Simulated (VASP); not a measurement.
# Si in VASP: notebook

One sheet, Si, is run at these levels: PBE; tasks: single point.

All numbers are computed with VASP 6.6.1; they aren't measurements. Logs are shortened: lines on timing, memory, paths and dates and some standing lists are left out, and cuts for length are marked.

### 1 Starting point

The cell holds a sheet with vacuum, 1 atom: a = 2.371 Å, b = 2.444 Å, c = 23.800 Å, α = 90.00°, β = 90.00°, γ = 90.00°.

The cell was built by a generator and needn't be a form met in nature.

### 2 Single point, PBE

INCAR reads:

```
PREC     = Accurate       # precision mode
ENCUT    = 520            # plane-wave cutoff, eV
EDIFF    = 1E-7           # SCF threshold, eV
ISMEAR   = 0              # smearing method
SIGMA    = 0.1            # smearing width, eV
LREAL    = False          # projectors in reciprocal space
LASPH    = True           # aspherical terms in the spheres
NELM     = 100            # most SCF steps
ALGO     = Fast           # electronic algorithm
ISIF     = 2              # what is computed and relaxed
LWAVE    = False          # write WAVECAR
LCHARG   = False          # write CHGCAR
LDIPOL   = True         
IDIPOL   = 3            
DIPOL    = 0.5 0.5 0.294
GGA      = PE             # functional
NBANDS   = 8              # bands
```

KPOINTS reads:

```
regular mesh
0
Gamma
  8 6 1
```

POSCAR reads:

```
Si
1.0
    2.3711059310      0.0000000000      0.0000000000
    0.0000000000      2.4437784033      0.0000000000
    0.0000000000      0.0000000000     23.8000000000
Si
1
Direct
    0.5000000000      0.5000000000      0.2941176471
```

Potentials or basis: VASP PAW PBE potentials, release 64 (Si).

On the command line:

```
> cat potpaw_PBE.64/Si/POTCAR > POTCAR
> mpirun -np 1 vasp_std > vasp.out
```

OUTCAR:

```text
PREC = Accurate
   ENCUT = 520
   EDIFF = 1E-7
   ISMEAR = 0
   LREAL = False
   LASPH = True
   NELM = 100
   ISIF = 2
   GGA = PE

 ion  position               nearest neighbor table
   1  0.500  0.500  0.294-

  LATTYP: Found a simple orthorhombic cell.
 ALAT       =     2.3711059310
 B/A-ratio  =     1.0306491884
 C/A-ratio  =    10.0375102136

  Lattice vectors:

 A1 = (   2.3711059310,   0.0000000000,   0.0000000000)
 A2 = (   0.0000000000,   2.4437784033,   0.0000000000)
 A3 = (   0.0000000000,   0.0000000000,  23.8000000000)

Analysis of symmetry for initial positions (statically):
=====================================================================
 Subroutine PRICEL returns:
 Original cell was already a primitive cell.

 Routine SETGRP: Setting up the symmetry group for a
 simple orthorhombic supercell.

 Subroutine GETGRP returns: Found  8 space group operations
 (whereof  4 operations were pure point group operations)
 out of a pool of  8 trial point group operations.

The static configuration has the point symmetry C_2v.
 The point group associated with its full space group is D_2h.

Analysis of symmetry for dynamics (positions and initial velocities):
=====================================================================
 Subroutine PRICEL returns:
 Original cell was already a primitive cell.

 Routine SETGRP: Setting up the symmetry group for a
 simple orthorhombic supercell.

 Subroutine GETGRP returns: Found  8 space group operations
 (whereof  4 operations were pure point group operations)
 out of a pool of  8 trial point group operations.

The dynamic configuration has the point symmetry C_2v.
 The point group associated with its full space group is D_2h.

 Subroutine INISYM returns: Found  8 space group operations
 (whereof  4 operations are pure point group operations),
 and found     1 'primitive' translations

----------------------------------------------------------------------------------------

                                     Primitive cell

  volume of cell :     137.9081

  direct lattice vectors                    reciprocal lattice vectors
     2.371105931  0.000000000  0.000000000     0.421744127  0.000000000  0.000000000
     0.000000000  2.443778403  0.000000000     0.000000000  0.409202405  0.000000000
     0.000000000  0.000000000 23.800000000     0.000000000  0.000000000  0.042016807

  length of vectors
     2.371105931  2.443778403 23.800000000     0.421744127  0.409202405  0.042016807

  position of ions in fractional coordinates (direct lattice)
     0.500000000  0.500000000  0.294117647

  ion indices of the primitive-cell ions
   primitive index   ion index
                 1           1

----------------------------------------------------------------------------------------

 KPOINTS: regular mesh

Automatic generation of k-mesh.
 Grid dimensions read from file:
 generate k-points for:    8    6    1

 Generating k-lattice:

  Cartesian coordinates                     Fractional coordinates (reciprocal lattice)
     0.052718016  0.000000000  0.000000000     0.125000000  0.000000000  0.000000000
     0.000000000  0.068200401  0.000000000     0.000000000  0.166666667  0.000000000
     0.000000000  0.000000000  0.042016807     0.000000000  0.000000000  1.000000000

  Length of vectors
     0.052718016  0.068200401  0.042016807

  Shift w.r.t. Gamma in fractional coordinates (k-lattice)
     0.000000000  0.000000000  0.000000000

 Subroutine IBZKPT returns following result:
 ===========================================

 Found     20 irreducible k-points:

 Following reciprocal coordinates:
            Coordinates               Weight
  0.000000  0.000000  0.000000      1.000000
  0.125000  0.000000  0.000000      2.000000
  0.250000  0.000000  0.000000      2.000000
  0.375000  0.000000  0.000000      2.000000
  0.500000  0.000000  0.000000      1.000000
  0.000000  0.166667  0.000000      2.000000
[... 12 lines left out ...]
  0.375000  0.500000  0.000000      2.000000
  0.500000  0.500000  0.000000      1.000000
   k-points           NKPTS =     20   k-points in BZ     NKDIM =     20   number of bands    NBANDS=      8
   number of dos      NEDOS =    301   number of ions     NIONS =      1
   total plane-waves  NPLWV =  58320
   dimension x,y,z NGX =    18 NGY =   18 NGZ =  180
   dimension x,y,z NGXF=    36 NGYF=   36 NGZF=  360
   ions per type =               1
   NGX,Y,Z   is equivalent  to a cutoff of  12.62, 12.25, 12.57 a.u.
   NGXF,Y,Z  is equivalent  to a cutoff of  25.24, 24.49, 25.15 a.u.
 SYSTEM =  unknown system
   PREC   = accura    normal or accurate (medium, high low for compatibility)
   ISTART =      0    job   : 0-new  1-cont  2-samecut
   ICHARG =      2    charge: 1-file 2-atom 10-const
   ISPIN  =      1    spin polarized calculation?
   LNONCOLLINEAR =      F non collinear calculations
   LSORBIT =      F    spin-orbit coupling
   LASPH  =      T    aspherical Exc in radial PAW
   ENCUT  =  520.0 eV  38.22 Ry    6.18 a.u.   4.41  4.54 44.25*2*pi/ulx,y,z
   NELM   =    100;   NELMIN=  2; NELMDL= -5     # of ELM steps
   EDIFF  = 0.1E-06   stopping-criterion for ELM
   LREAL  =      F    real-space projection
   EDIFFG = 0.1E-05   stopping-criterion for IOM
   NSW    =      0    number of steps for IOM
   IBRION =     -1    ionic relax: 0-MD 1-quasi-New 2-CG
   NFREE  =      0    steps in history (QN), initial steepest desc. (CG)
   ISIF   =      2    stress and relaxation
   ISYM   =      2    0-nonsym 1-usesym 2-fastsym
   POTIM  = 0.5000    time-step for ionic-motion
   TEBEG  =    0.0;   TEEND  =   0.0 temperature during run
   PSTRESS=    0.0 pullay stress
   NELECT =       4.0000    total number of electrons
   NUPDOWN=      -1.0000    fix difference up-down
   EMIN   =  10.00;   EMAX   =-10.00  energy-range for DOS
   EFERMI =   0.00;   METHOD = LEGACY
   ISMEAR =     0;   SIGMA  =   0.10  broadening in eV -4-tet -1-fermi 0-gaus
   EFERMI_NEDOS =   21; number of points for ismear=-14 and -15
   IALGO  =     68    algorithm
   IMIX   =      4    mixing-type and parameters
     AMIX     =   0.40;   BMIX     =  1.00
     AMIX_MAG =   1.60;   BMIX_MAG =  1.00
  volume/ion in A,a.u.               =     137.91       930.65
  Fermi-wavevector in a.u.,A,eV,Ry     =   0.502996  0.950525  3.442348  0.253005
  Thomas-Fermi vector in A             =   1.512294
   LORBIT       =      0    0 simple, 1 ext, 2 COOP (PROOUT), +10 PAW based schemes
   GGA     = PE    functional components
   LHFCALC =     F    Hartree Fock is set to
   AEXX    =    0.0000 exact exchange contribution
   IVDW    =     0    specifies the selected vdW correction
   LEPSILON=     F    determine dielectric tensor
   LRPA    =     F    only Hartree local field effects (RPA)
 non-spin polarized calculation
 RMM-DIIS sequential band-by-band and
 Gauss-broadening in eV      SIGMA  =   0.10
  energy-cutoff  :      520.00
  volume of cell :      137.91
 maximum number of plane-waves:      3769
 NGX is ok and might be reduce to    18
   NGX =  9   NGY =  9   NGZ = 89

 dipolmoment           0.000000      0.000000     -0.000001 electrons x Angstroem

 number of electron       4.0000000 magnetization

 dipolmoment           0.000000      0.000000      0.000000 electrons x Angstroem

 Free energy of the ion-electron system (eV)
  ---------------------------------------------------
  ext. energy  EPLUGINS =         0.00000000
  ---------------------------------------------------
  free energy    TOTEN  =        -4.45843295 eV

  energy without entropy =       -4.45221204  energy(sigma->0) =       -4.45532250

 E-fermi :  -3.4089     XC(G=0):  -1.8929

 val. band max:       -3.4126132195   @ k =   0.3750   0.3333   0.0000
 cond. band min:      -3.2609276655   @ k =   0.2500   0.3333   0.0000
 fundamental gap:      0.1516855541
 Fermi energy:        -3.4088871650

 k-point     1 :       0.0000    0.0000    0.0000
  band No.  band energies     occupation
      1     -14.7904      2.00000
      2      -6.4002      2.00000
      3      -0.0992      0.00000
      4       1.2858      0.00000
      5       1.6056      0.00000
      6       2.2921      0.00000
      7       2.3665      0.00000
      8       3.8489      0.00000

 k-point     2 :       0.1250    0.0000    0.0000
  band No.  band energies     occupation
      1     -14.3909      2.00000
      2      -6.0170      2.00000
      3       0.2900      0.00000
      4       1.7002      0.00000
      5       2.0192      0.00000
      6       2.7079      0.00000
      7       2.7196      0.00000
      8       3.1388      0.00000

 k-point     3 :       0.2500    0.0000    0.0000
  band No.  band energies     occupation
      1     -13.2004      2.00000
      2      -4.8763      2.00000
      3      -1.2781      0.00000
      4       1.6188      0.00000
      5       2.9400      0.00000
      6       3.2790      0.00000
      7       3.9527      0.00000
      8       4.0423      0.00000

 k-point     4 :       0.3750    0.0000    0.0000
  band No.  band energies     occupation
      1     -11.2427      2.00000
      2      -5.1795      2.00000
      3      -3.0398      0.00000
      4       3.6304      0.00000
      5       3.7160      0.00000
      6       5.0761      0.00000
      7       5.3647      0.00000
      8       6.1025      0.00000

 k-point     5 :       0.5000    0.0000    0.0000
  band No.  band energies     occupation
      1      -8.7346      2.00000
      2      -8.3569      2.00000
      3      -1.3543      0.00000
      4       1.3063      0.00000
      5       6.0993      0.00000
      6       6.7975      0.00000
      7       7.8715      0.00000
      8       8.0141      0.00000

 k-point     6 :       0.0000    0.1667    0.0000
  band No.  band energies     occupation
      1     -14.1254      2.00000
      2      -5.7652      2.00000
      3       0.4180      0.00000
      4       1.0357      0.00000
      5       1.9780      0.00000
      6       2.3084      0.00000
      7       2.9871      0.00000
      8       3.0767      0.00000

 k-point     7 :       0.1250    0.1667    0.0000
  band No.  band energies     occupation
      1     -13.7278      2.00000
      2      -5.3829      2.00000
      3       0.7548      0.00000
      4       1.1043      0.00000
      5       2.3922      0.00000
      6       2.7175      0.00000
      7       3.4029      0.00000
      8       3.4322      0.00000
[... 89 lines left out ...]
 k-point    16 :       0.0000    0.5000    0.0000
  band No.  band energies     occupation
      1      -9.3787      2.00000
      2      -8.3960      2.00000
      3      -1.8428      0.00000
      4       1.1440      0.00000
      5       5.6559      0.00000
      6       6.4605      0.00000
      7       7.4701      0.00000
      8       7.6445      0.00000

 k-point    17 :       0.1250    0.5000    0.0000
  band No.  band energies     occupation
      1      -8.9909      2.00000
      2      -8.0310      2.00000
      3      -1.4756      0.00000
      4       1.5384      0.00000
      5       5.6963      0.00000
      6       6.8669      0.00000
      7       7.8838      0.00000
      8       8.1066      0.00000

 k-point    18 :       0.2500    0.5000    0.0000
  band No.  band energies     occupation
      1      -7.8482      2.00000
      2      -6.9529      2.00000
      3      -0.3831      0.00000
      4       2.7023      0.00000
      5       3.6578      0.00000
      6       5.9222      0.00000
      7       8.1404      0.00000
      8       8.1566      0.00000

 k-point    19 :       0.3750    0.5000    0.0000
  band No.  band energies     occupation
      1      -6.0452      2.00000
      2      -5.2700      2.00000
      3       0.2842      0.00000
      4       1.3727      0.00000
      5       1.9758      0.00000
      6       4.5169      0.00000
      7       7.9356      0.00000
      8      10.0027      0.00000

 k-point    20 :       0.5000    0.5000    0.0000
  band No.  band energies     occupation
      1      -4.4381      2.00000
      2      -3.9294      2.00000
      3      -1.9019      0.00000
      4      -0.1299      0.00000
      5       2.9667      0.00000
      6       5.6086      0.00000
      7       5.9672      0.00000
      8       9.8376      0.00000

------------------------ aborting loop because EDIFF is reached ----------------------------------------

 vacuum level on the upper side and lower side of the slab       (xc-potential included)        -0.017        -0.017

  FORCE on cell =-STRESS in cart. coord.  units (eV):
  Direction    XX          YY          ZZ          XY          YZ          ZX
  --------------------------------------------------------------------------------------
  -------------------------------------------------------------------------------------
  Total       -0.0113530      0.0012799     -0.0015857      0.0000000      0.0000000      0.0000000
  in kB       -0.1318958      0.0148700     -0.0184217      0.0000000      0.0000000      0.0000000
  external PRESSURE =      -0.0451492 kB  Pullay stress =       0.0000000 kB

 VOLUME and BASIS-vectors are now :
 -----------------------------------------------------------------------------
  energy-cutoff  :      520.00
  volume of cell :      137.91
      direct lattice vectors                 reciprocal lattice vectors
     2.371105931  0.000000000  0.000000000     0.421744127  0.000000000  0.000000000
     0.000000000  2.443778403  0.000000000     0.000000000  0.409202405  0.000000000
     0.000000000  0.000000000 23.800000000     0.000000000  0.000000000  0.042016807

 POSITION                                       TOTAL-FORCE (eV/Angst)
 -----------------------------------------------------------------------------------
      1.18555      1.22189      7.00000         0.000000      0.000000      0.000000
 -----------------------------------------------------------------------------------
    total drift:                               -0.000000     -0.000000      0.000002

  FREE ENERGIE OF THE ION-ELECTRON SYSTEM (eV)
  ---------------------------------------------------
  free  energy   TOTEN  =        -4.4584329512 eV

  energy  without entropy=       -4.4522120418  energy(sigma->0) =       -4.45532250

 vacuum level on the upper side and lower side of the slab         1.524         1.524
```

Run time: 50 s. Hardware: 1 thread of Intel Xeon Platinum 8488C (Sapphire Rapids), shared host; peak memory 0.21 GiB.

What came out:

| Item | Value |
| --- | --- |
| Free energy | -4.4584 eV |
| Band gap on the k mesh | none (metal or under the smearing width) |

Levels at points of the mesh, in eV from the Fermi level:
| k point | band 1 | band 2 | band 3 | band 4 | band 5 | band 6 |
| --- | --- | --- | --- | --- | --- | --- |
| (0.00, 0.00, 0.00) | -11.38 | -2.99 | 3.31 | 4.69 | 5.01 | 5.70 |
| (0.50, 0.00, 0.00) | -5.33 | -4.95 | 2.05 | 4.72 | 9.51 | 10.21 |
| (0.00, 0.50, 0.00) | -5.97 | -4.99 | 1.57 | 4.55 | 9.06 | 9.87 |
| (0.50, 0.50, 0.00) | -1.03 | -0.52 | 1.51 | 3.28 | 6.38 | 9.02 |

Caveat: the k mesh is coarse (spacing up to 0.43 Å⁻¹), so the values aren't converged.

(Part 1 of 2 ends here.)
